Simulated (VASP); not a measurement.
A run of VASP 6.6.1:

INCAR

```
PREC = Accurate
ENCUT = 520
EDIFF = 1E-6
ISMEAR = -1
SIGMA = 0.1
LREAL = F
LASPH = T
NELM = 100
ALGO = Normal
ISIF = 2
LWAVE = F
LCHARG = F
GGA = B5
ALDAX = 1.0
AGGAX = 1.0
AGGAC = 1.0
ALDAC = 0.0
NBANDS = 17
```

The input KPOINTS:

```
regular mesh
0
Gamma
  6 6 6
```

Contents of POSCAR:

```
Ba
1.0
    0.0000000000      5.3695904697      5.3695904697
    5.3695904697      0.0000000000      5.3695904697
    5.3695904697      5.3695904697      0.0000000000
Ba
2
Direct
    0.1250000000      0.1250000000      0.1250000000
    0.8750000000      0.8750000000      0.8750000000
```

Potentials or basis: VASP PAW PBE potentials, release 64 (Ba_sv).

Command:

```console
$ cat potpaw_PBE.64/Ba_sv/POTCAR > POTCAR
$ mpirun -np 1 vasp_std > vasp.out
```

Hardware: 1 thread of Intel(R) Xeon(R) 6975P-C (Granite Rapids), with other jobs on the host.

How long does it take, and how much memory?

Run time: 65 s on 1 thread of Intel(R) Xeon(R) 6975P-C (Granite Rapids) (shared host), peak memory 0.44 GiB. Counts: scf iterations 13, k points 16.
